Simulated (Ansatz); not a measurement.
Given:

GeO₂ (alpha-quartz type, space group P3_121)

```
CELL_PARAMETERS angstrom
      5.09349     0.00000     0.00000
     -2.54674     4.41109     0.00000
      0.00000     0.00000     5.76775
ATOMIC_POSITIONS crystal
  Ge 0.45565 0.00000 0.83333
  Ge 0.00000 0.45565 0.16667
  Ge 0.54435 0.54435 0.50000
  O  0.39740 0.29816 0.74186
  O  0.70184 0.09924 0.07519
  O  0.90076 0.60260 0.40853
  O  0.09924 0.70184 0.92481
  O  0.29816 0.39740 0.25814
  O  0.60260 0.90076 0.59147
```

The volume is varied about the relaxed value V₀ at fixed cell shape. The atoms relax within the cell's symmetry.

All values below come from PBE (plane waves to 420 eV, PAW, scalar-relativistic; Ansatz, a first-principles code). k mesh 8×8×6 (Γ-centred), Fermi-Dirac smearing 0.05 eV. The energy includes the smearing's −TS. Stress and pressure are positive under compression. With the shape held, the modulus is that of even scaling; a crystal free to change shape is softer. GeO2 was relaxed with its symmetry unable to fall. The zero of ΔE is the relaxed starting cell.

The scan covers V/V₀ from 0.840 to 1.160 in 13 points.

Q: What pressure does the cell carry at V/V₀ = 0.840?

A: 9.3 GPa.

Q: What is ΔE at V/V₀ = 0.840?

A: 58.0 meV/atom.

Q: What is ΔE at V/V₀ = 1.160?

A: 36.8 meV/atom.

(Under strain, the slope of the energy per volume gives the stress and its curvature an elastic modulus.)
